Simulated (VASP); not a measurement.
# Hf16Si31 (a cell with a defect) in VASP: relaxation of the atoms with PBE

Aim: the relaxation of the atoms of Hf16Si31 (a cell with a defect) with PBE.

Everything below comes from runs of VASP 6.6.1. Logs are shortened: lines on timing, memory, paths and dates and some standing lists are left out, and cuts for length are marked.

### Step 1. The structure

The cell holds a defect, 47 atoms: a = 7.344 Å, b = 14.570 Å, c = 7.282 Å, α = 90.00°, β = 90.00°, γ = 90.00°.

### Step 2. Relaxation of the atoms, PBE

INCAR

```
ALGO = Fast ; EDIFF = 1E-6
EDIFFG = -0.01 ; ENCUT = 520
GGA = PE ; IBRION = 2
ISIF = 2 ; ISMEAR = 1
LASPH = True ; LCHARG = False
LREAL = False ; LWAVE = False
NELM = 60 ; NSW = 60
PREC = Accurate ; SIGMA = 0.1
```

KPOINTS

```
k-points
0
Gamma
  3 2 3
```

POSCAR

```
Hf16Si31
1.0
    7.3440000000      0.0000000000      0.0000000000
    0.0000000000     14.5700000000      0.0000000000
    0.0000000000      0.0000000000      7.2820000000
Hf Si
16 31
Direct
    0.2500000000      0.6060000000      0.1250000000
    0.2500000000      0.6060000000      0.6250000000
    0.5000000000      0.1060000000      0.1250000000
    0.5000000000      0.1060000000      0.6250000000
    0.7500000000      0.6060000000      0.1250000000
    0.7500000000      0.6060000000      0.6250000000
    0.0000000000      0.1060000000      0.1250000000
    0.0000000000      0.1060000000      0.6250000000
    0.2500000000      0.3940000000      0.3750000000
    0.2500000000      0.3940000000      0.8750000000
    0.5000000000      0.8940000000      0.3750000000
    0.5000000000      0.8940000000      0.8750000000
    0.7500000000      0.3940000000      0.3750000000
    0.7500000000      0.3940000000      0.8750000000
    0.0000000000      0.8940000000      0.3750000000
    0.0000000000      0.8940000000      0.8750000000
    0.2500000000      0.9410000000      0.1250000000
    0.2500000000      0.9410000000      0.6250000000
    0.5000000000      0.4410000000      0.1250000000
    0.5000000000      0.4410000000      0.6250000000
    0.7500000000      0.9410000000      0.1250000000
    0.7500000000      0.9410000000      0.6250000000
    0.0000000000      0.4410000000      0.1250000000
    0.0000000000      0.4410000000      0.6250000000
    0.2500000000      0.0590000000      0.3750000000
    0.2500000000      0.0590000000      0.8750000000
    0.5000000000      0.5590000000      0.3750000000
    0.5000000000      0.5590000000      0.8750000000
    0.7500000000      0.0590000000      0.3750000000
    0.7500000000      0.0590000000      0.8750000000
    0.0000000000      0.5590000000      0.3750000000
    0.0000000000      0.5590000000      0.8750000000
    0.2500000000      0.2500000000      0.1250000000
    0.2500000000      0.2500000000      0.6250000000
    0.5000000000      0.7500000000      0.1250000000
    0.5000000000      0.7500000000      0.6250000000
    0.7500000000      0.2500000000      0.1250000000
    0.7500000000      0.2500000000      0.6250000000
    0.0000000000      0.7500000000      0.1250000000
    0.0000000000      0.7500000000      0.6250000000
    0.2500000000      0.7500000000      0.3750000000
    0.2500000000      0.7500000000      0.8750000000
    0.5000000000      0.2500000000      0.3750000000
    0.5000000000      0.2500000000      0.8750000000
    0.7500000000      0.7500000000      0.3750000000
    0.7500000000      0.7500000000      0.8750000000
    0.0000000000      0.2500000000      0.6250000000
```

Potentials or basis: VASP PAW PBE potentials, release 64 (Hf_pv, Si).

On the command line:

```console
> cat potpaw_PBE.64/Hf_pv/POTCAR potpaw_PBE.64/Si/POTCAR > POTCAR
> mpirun -np 8 vasp_std > vasp.out
```

OUTCAR:

```text
EDIFF = 1E-6
   EDIFFG = -0.01
   ENCUT = 520
   GGA = PE
   IBRION = 2
   ISIF = 2
   ISMEAR = 1
   LASPH = True
   LREAL = False
   NELM = 60
   NSW = 60
   PREC = Accurate

 ion  position               nearest neighbor table
   1  0.250  0.606  0.125-  27 2.67  28 2.67  31 2.67  32 2.67  41 2.78  42 2.78  35 2.79  39 2.79
                            19 3.02  23 3.02   9 3.59  10 3.59   2 3.64   2 3.64   5 3.67   5 3.67
   2  0.250  0.606  0.625-  27 2.67  28 2.67  31 2.67  32 2.67  41 2.78  42 2.78  36 2.79  40 2.79
                            20 3.02  24 3.02   9 3.59  10 3.59   1 3.64   1 3.64   6 3.67   6 3.67
   3  0.500  0.106  0.125-  25 2.67  26 2.67  29 2.67  30 2.67  43 2.78  44 2.78  33 2.79  37 2.79
                            17 3.02  21 3.02  11 3.59  12 3.59   4 3.64   4 3.64   7 3.67   7 3.67
   4  0.500  0.106  0.625-  25 2.67  26 2.67  29 2.67  30 2.67  43 2.78  44 2.78  34 2.79  38 2.79
                            18 3.02  22 3.02  11 3.59  12 3.59   3 3.64   3 3.64   8 3.67   8 3.67
   5  0.750  0.606  0.125-  27 2.67  28 2.67  31 2.67  32 2.67  45 2.78  46 2.78  35 2.79  39 2.79
                            19 3.02  23 3.02  13 3.59  14 3.59   6 3.64   6 3.64   1 3.67   1 3.67
   6  0.750  0.606  0.625-  27 2.67  28 2.67  31 2.67  32 2.67  45 2.78  46 2.78  36 2.79  40 2.79
                            20 3.02  24 3.02  13 3.59  14 3.59   5 3.64   5 3.64   2 3.67   2 3.67
   7  0.000  0.106  0.125-  25 2.67  26 2.67  29 2.67  30 2.67  33 2.79  37 2.79  17 3.02  21 3.02
                            15 3.59  16 3.59   8 3.64   8 3.64   3 3.67   3 3.67
   8  0.000  0.106  0.625-  47 2.10  26 2.67  29 2.67  30 2.67  25 2.67  38 2.79  34 2.79  22 3.02
                            18 3.02  16 3.59  15 3.59   7 3.64   7 3.64   4 3.67   4 3.67
   9  0.250  0.394  0.375-  19 2.67  20 2.67  23 2.67  24 2.67  33 2.78  34 2.78  43 2.79  31 3.02
                            27 3.02  47 3.33   1 3.59   2 3.59  10 3.64  10 3.64  13 3.67  13 3.67
  10  0.250  0.394  0.875-  19 2.67  20 2.67  23 2.67  24 2.67  33 2.78  34 2.78  44 2.79  32 3.02
                            28 3.02  47 3.33   1 3.59   2 3.59   9 3.64   9 3.64  14 3.67  14 3.67
  11  0.500  0.894  0.375-  17 2.67  18 2.67  21 2.67  22 2.67  35 2.78  36 2.78  41 2.79  45 2.79
                            25 3.02  29 3.02   3 3.59   4 3.59  12 3.64  12 3.64  15 3.67  15 3.67
  12  0.500  0.894  0.875-  17 2.67  18 2.67  21 2.67  22 2.67  35 2.78  36 2.78  42 2.79  46 2.79
                            26 3.02  30 3.02   3 3.59   4 3.59  11 3.64  11 3.64  16 3.67  16 3.67
  13  0.750  0.394  0.375-  19 2.67  20 2.67  23 2.67  24 2.67  37 2.78  38 2.78  43 2.79  31 3.02
                            27 3.02  47 3.33   5 3.59   6 3.59  14 3.64  14 3.64   9 3.67   9 3.67
  14  0.750  0.394  0.875-  19 2.67  20 2.67  23 2.67  24 2.67  37 2.78  38 2.78  44 2.79  32 3.02
                            28 3.02  47 3.33   5 3.59   6 3.59  13 3.64  13 3.64  10 3.67  10 3.67
  15  0.000  0.894  0.375-  17 2.67  18 2.67  21 2.67  22 2.67  39 2.78  40 2.78  41 2.79  45 2.79
                            25 3.02  29 3.02   7 3.59   8 3.59  16 3.64  16 3.64  11 3.67  11 3.67
  16  0.000  0.894  0.875-  17 2.67  18 2.67  21 2.67  22 2.67  39 2.78  40 2.78  42 2.79  46 2.79
                            26 3.02  30 3.02   7 3.59   8 3.59  15 3.64  15 3.64  12 3.67  12 3.67
  17  0.250  0.941  0.125-  25 2.50  26 2.50  15 2.67  16 2.67  11 2.67  12 2.67   3 3.02   7 3.02
[... 27 lines left out ...]
  31  0.000  0.559  0.375-  23 2.50  24 2.50   5 2.67   6 2.67   1 2.67   2 2.67   9 3.02  13 3.02

  32  0.000  0.559  0.875-  23 2.50  24 2.50   5 2.67   6 2.67   1 2.67   2 2.67  10 3.02  14 3.02

  33  0.250  0.250  0.125-  43 2.59  44 2.59   9 2.78  10 2.78   3 2.79   7 2.79
  34  0.250  0.250  0.625-  47 1.84  44 2.59  43 2.59  10 2.78   9 2.78   8 2.79   4 2.79
  35  0.500  0.750  0.125-  41 2.59  42 2.59  45 2.59  46 2.59  11 2.78  12 2.78   1 2.79   5 2.79

  36  0.500  0.750  0.625-  41 2.59  42 2.59  45 2.59  46 2.59  11 2.78  12 2.78   2 2.79   6 2.79

  37  0.750  0.250  0.125-  43 2.59  44 2.59  13 2.78  14 2.78   3 2.79   7 2.79
  38  0.750  0.250  0.625-  47 1.84  44 2.59  43 2.59  14 2.78  13 2.78   8 2.79   4 2.79
  39  0.000  0.750  0.125-  41 2.59  42 2.59  45 2.59  46 2.59  15 2.78  16 2.78   1 2.79   5 2.79

  40  0.000  0.750  0.625-  41 2.59  42 2.59  45 2.59  46 2.59  15 2.78  16 2.78   2 2.79   6 2.79

  41  0.250  0.750  0.375-  35 2.59  36 2.59  39 2.59  40 2.59   1 2.78   2 2.78  11 2.79  15 2.79
[... 9 lines left out ...]
  46  0.750  0.750  0.875-  35 2.59  36 2.59  39 2.59  40 2.59   5 2.78   6 2.78  12 2.79  16 2.79

  47  0.000  0.250  0.625-  34 1.84  38 1.84   8 2.10  24 2.78  14 3.33   9 3.33  10 3.33  13 3.33

  LATTYP: Found a simple orthorhombic cell.
 ALAT       =     7.2820000000
 B/A-ratio  =     1.0085141445
 C/A-ratio  =     2.0008239495

  Lattice vectors:

 A1 = (   0.0000000000,   0.0000000000,   7.2820000000)
 A2 = (   7.3440000000,   0.0000000000,   0.0000000000)
 A3 = (   0.0000000000,  14.5700000000,   0.0000000000)

Analysis of symmetry for initial positions (statically):
=====================================================================
 Subroutine PRICEL returns:
 Original cell was already a primitive cell.

 Routine SETGRP: Setting up the symmetry group for a
 simple orthorhombic supercell.

 Subroutine GETGRP returns: Found  4 space group operations
 (whereof  2 operations were pure point group operations)
[... 182 lines left out ...]
   PREC   = accura    normal or accurate (medium, high low for compatibility)
   ISTART =      0    job   : 0-new  1-cont  2-samecut
   ICHARG =      2    charge: 1-file 2-atom 10-const
   ISPIN  =      1    spin polarized calculation?
   LNONCOLLINEAR =      F non collinear calculations
   LSORBIT =      F    spin-orbit coupling
   LASPH  =      T    aspherical Exc in radial PAW
   ENCUT  =  520.0 eV  38.22 Ry    6.18 a.u.  13.65 27.09 13.54*2*pi/ulx,y,z
   NELM   =     60;   NELMIN=  2; NELMDL= -5     # of ELM steps
   EDIFF  = 0.1E-05   stopping-criterion for ELM
   LREAL  =      F    real-space projection
   EDIFFG = -.1E-01   stopping-criterion for IOM
   NSW    =     60    number of steps for IOM
   IBRION =      2    ionic relax: 0-MD 1-quasi-New 2-CG
   NFREE  =      1    steps in history (QN), initial steepest desc. (CG)
   ISIF   =      2    stress and relaxation
   ISYM   =      2    0-nonsym 1-usesym 2-fastsym
   POTIM  = 0.5000    time-step for ionic-motion
   TEBEG  =    0.0;   TEEND  =   0.0 temperature during run
   PSTRESS=    0.0 pullay stress
   NELECT =     284.0000    total number of electrons
   NUPDOWN=      -1.0000    fix difference up-down
   EMIN   =  10.00;   EMAX   =-10.00  energy-range for DOS
   EFERMI =   0.00;   METHOD = LEGACY
   ISMEAR =     1;   SIGMA  =   0.10  broadening in eV -4-tet -1-fermi 0-gaus
   EFERMI_NEDOS =   21; number of points for ismear=-14 and -15
   IALGO  =     68    algorithm
   IMIX   =      4    mixing-type and parameters
     AMIX     =   0.40;   BMIX     =  1.00
     AMIX_MAG =   1.60;   BMIX_MAG =  1.00
  volume/ion in A,a.u.               =      16.58       111.88
  Fermi-wavevector in a.u.,A,eV,Ry     =   1.169410  2.209864 18.606222  1.367519
  Thomas-Fermi vector in A             =   2.305883
   LORBIT       =      0    0 simple, 1 ext, 2 COOP (PROOUT), +10 PAW based schemes
   GGA     = PE    functional components
   LHFCALC =     F    Hartree Fock is set to
   AEXX    =    0.0000 exact exchange contribution
   IVDW    =     0    specifies the selected vdW correction
   LEPSILON=     F    determine dielectric tensor
   LRPA    =     F    only Hartree local field effects (RPA)
 conjugate gradient relaxation of ions
 non-spin polarized calculation
 RMM-DIIS sequential band-by-band and
 Methfessel and Paxton  Order N= 1 SIGMA  =   0.10
  energy-cutoff  :      520.00
  volume of cell :      779.19
 maximum number of plane-waves:     20994
 NGX is ok and might be reduce to    54
   NGX = 27   NGY = 55   NGZ = 27

--------------------------------------- Ionic step        1  -------------------------------------------

 number of electron     283.9999970 magnetization

 Free energy of the ion-electron system (eV)
  ---------------------------------------------------
  ext. energy  EPLUGINS =         0.00000000
  ---------------------------------------------------
  free energy    TOTEN  =      -343.57234678 eV

  energy without entropy =     -343.56552119  energy(sigma->0) =     -343.57007158

------------------------ aborting loop because EDIFF is reached ----------------------------------------

  FORCE on cell =-STRESS in cart. coord.  units (eV):
  Direction    XX          YY          ZZ          XY          YZ          ZX
  --------------------------------------------------------------------------------------
  -------------------------------------------------------------------------------------
  Total       51.4319306     13.2674869      4.9868573      0.0000000      0.0000000      0.0000000
  in kB      105.7549039     27.2807531     10.2540310      0.0000000      0.0000000      0.0000000
  external PRESSURE =      47.7632293 kB  Pullay stress =       0.0000000 kB
[... 224 lines left out ...]
  FREE ENERGIE OF THE ION-ELECTRON SYSTEM (eV)
  ---------------------------------------------------
  free  energy   TOTEN  =      -349.4232294978 eV

  energy  without entropy=     -349.4225450909  energy(sigma->0) =     -349.42300136

[... ionic steps 4 to 18 ...]

--------------------------------------- Ionic step       19  -------------------------------------------

 number of electron     283.9999974 magnetization

------------------------ aborting loop because EDIFF is reached ----------------------------------------
[... 157 lines left out ...]
--------------------------------------- Ionic step       21  -------------------------------------------

 number of electron     283.9999974 magnetization

 Free energy of the ion-electron system (eV)
  ---------------------------------------------------
  ext. energy  EPLUGINS =         0.00000000
  ---------------------------------------------------
  free energy    TOTEN  =      -350.71788189 eV

  energy without entropy =     -350.72267432  energy(sigma->0) =     -350.71947936

 E-fermi :   7.9458     XC(G=0): -11.2993

 val. band max:        7.9408174630   @ k =   0.3333   0.0000   0.3333
 cond. band min:       7.9680898498   @ k =   0.0000   0.5000   0.0000
 fundamental gap:      0.0272723868
 Fermi energy:         7.9457611216

 k-point     1 :       0.0000    0.0000    0.0000
  band No.  band energies     occupation
      1     -22.8323      2.00000
      2     -22.8236      2.00000
      3     -22.7952      2.00000
      4     -22.7751      2.00000
      5     -22.7607      2.00000
      6     -22.7569      2.00000
[... 1245 lines left out ...]
    153       9.2140     -0.00000
    154       9.2579     -0.00000
 [bands above 154 left out]

------------------------ aborting loop because EDIFF is reached ----------------------------------------

  FORCE on cell =-STRESS in cart. coord.  units (eV):
  Direction    XX          YY          ZZ          XY          YZ          ZX
  --------------------------------------------------------------------------------------
  -------------------------------------------------------------------------------------
  Total       13.6864371      2.9019576      5.4333741      0.0000000      0.0000000      0.0000000
  in kB       28.1422031      5.9670373     11.1721639      0.0000000      0.0000000      0.0000000
  external PRESSURE =      15.0938014 kB  Pullay stress =       0.0000000 kB
[... 62 lines left out ...]
  FREE ENERGIE OF THE ION-ELECTRON SYSTEM (eV)
  ---------------------------------------------------
  free  energy   TOTEN  =      -350.7178818874 eV

  energy  without entropy=     -350.7226743194  energy(sigma->0) =     -350.71947936

 reached required accuracy - stopping structural energy minimisation
```

Run time: 64 min. Hardware: 8 MPI ranks of Intel Xeon 6975P-C (Granite Rapids), shared host; peak memory 0.4 GiB.

What came out:

```yaml
Free_energy: -350.7179 eV
Energy_gained_by_relaxing: 152.0 meV/atom
Ionic_steps: 21
Pressure_after_relaxing: 1.5 GPa
Largest_force_after_relaxing: 0.009 eV/Å
Band_gap_on_the_k_mesh: none (metal or under the smearing width)
```

Forces in eV/Å, atoms in the order of the input:
```
Hf  -0.001  0.002  0.000
Hf   0.006 -0.001  0.000
Hf   0.000 -0.003  0.000
Hf   0.000 -0.001  0.000
Hf   0.001  0.002  0.000
Hf  -0.006 -0.001  0.000
Hf   0.000 -0.001  0.000
Hf   0.000 -0.004  0.000
Hf   0.000 -0.002 -0.001
Hf   0.000 -0.002  0.001
Hf   0.000  0.001  0.002
Hf   0.000  0.001 -0.002
Hf   0.000 -0.002 -0.001
Hf   0.000 -0.002  0.001
Hf   0.000 -0.001 -0.001
Hf   0.000 -0.001  0.001
Si  -0.001  0.007  0.000
Si   0.001  0.000  0.000
Si   0.000  0.001  0.000
Si   0.000  0.001  0.000
Si   0.001  0.007  0.000
Si  -0.001  0.000  0.000
Si   0.000  0.009  0.000
Si   0.000 -0.002  0.000
Si   0.000  0.004 -0.001
Si   0.000  0.004  0.001
Si   0.000 -0.003  0.003
Si   0.000 -0.003 -0.003
Si   0.000  0.004 -0.001
Si   0.000  0.004  0.001
Si   0.000  0.002 -0.003
Si   0.000  0.002  0.003
Si   0.000 -0.003  0.000
Si  -0.001  0.004  0.000
Si   0.000 -0.003  0.000
Si   0.000  0.002  0.000
Si   0.000 -0.003  0.000
Si   0.001  0.004  0.000
Si   0.000 -0.001  0.000
Si   0.000 -0.001  0.000
Si   0.001 -0.001 -0.001
Si   0.001 -0.001  0.001
Si   0.000 -0.006  0.003
Si   0.000 -0.006 -0.003
Si  -0.001 -0.001 -0.001
Si  -0.001 -0.001  0.001
Si   0.000 -0.003  0.000
```

Stress tensor (GPa, compression positive):
```
2.81 0.00 0.00
0.00 0.60 0.00
0.00 0.00 1.12
```

The path:
| step | energy change (eV) | largest force (eV/Å) | pressure (GPa) |
| --- | --- | --- | --- |
| 1 | 0.0000 | 11.7350 | 4.78 |
| 2 | -4.3704 | 4.9736 | 3.25 |
| 3 | -5.8509 | 1.8615 | 2.33 |
| 4 | -5.8546 | 1.7886 | 2.33 |
| 5 | -6.4745 | 1.1756 | 2.04 |
| 6 | -6.6925 | 1.1439 | 1.98 |
| 7 | -6.9299 | 0.6408 | 1.81 |
| 8 | -6.9795 | 0.6178 | 1.76 |
| 9 | -7.0762 | 0.2883 | 1.63 |
| 10 | -7.0954 | 0.3491 | 1.57 |
| 11 | -7.1269 | 0.1748 | 1.51 |
| 12 | -7.1309 | 0.2478 | 1.49 |
| 13 | -7.1407 | 0.0856 | 1.50 |
| 14 | -7.1407 | 0.0915 | 1.50 |
| 15 | -7.1437 | 0.0377 | 1.51 |
| 16 | -7.1437 | 0.0436 | 1.51 |
| 17 | -7.1449 | 0.0319 | 1.51 |
| 18 | -7.1450 | 0.0309 | 1.51 |
| 19 | -7.1454 | 0.0189 | 1.51 |
| 20 | -7.1454 | 0.0189 | 1.51 |
| 21 | -7.1455 | 0.0095 | 1.51 |

Final structure:
```
Hf Si
1.0
     7.34400    0.00000    0.00000
     0.00000   14.57000    0.00000
     0.00000    0.00000    7.28200
Hf Si
16 31
Direct
  0.25320 0.60389 0.12500
  0.25010 0.60543 0.62500
  0.50000 0.10057 0.12500
  0.50000 0.09730 0.62500
  0.74680 0.60389 0.12500
  0.74990 0.60543 0.62500
  0.00000 0.09971 0.12500
  0.00000 0.10352 0.62500
  0.25059 0.39386 0.37899
  0.25059 0.39386 0.87101
  0.50000 0.89410 0.37580
  0.50000 0.89410 0.87420
  0.74941 0.39386 0.37899
  0.74941 0.39386 0.87101
  0.00000 0.89387 0.37464
  0.00000 0.89387 0.87536
  0.24920 0.94807 0.12500
  0.24693 0.94679 0.62500
  0.50000 0.43799 0.12500
  0.50000 0.44287 0.62500
  0.75080 0.94807 0.12500
  0.75307 0.94679 0.62500
  0.00000 0.43276 0.12500
  0.00000 0.45872 0.62500
  0.24600 0.05907 0.37516
  0.24600 0.05907 0.87484
  0.50000 0.54871 0.37469
  0.50000 0.54871 0.87531
  0.75400 0.05907 0.37516
  0.75400 0.05907 0.87484
  0.00000 0.55449 0.36690
  0.00000 0.55449 0.88310
  0.22587 0.24796 0.12500
  0.28582 0.24298 0.62500
  0.50000 0.75013 0.12500
  0.50000 0.74983 0.62500
  0.77413 0.24796 0.12500
  0.71418 0.24298 0.62500
  0.00000 0.74937 0.12500
  0.00000 0.75015 0.62500
  0.25040 0.74966 0.37483
  0.25040 0.74966 0.87517
  0.50000 0.24812 0.35544
  0.50000 0.24812 0.89456
  0.74960 0.74966 0.37483
  0.74960 0.74966 0.87517
  0.00000 0.29788 0.62500
```

Spin-orbit coupling is left out, which matters for the levels of Hf.
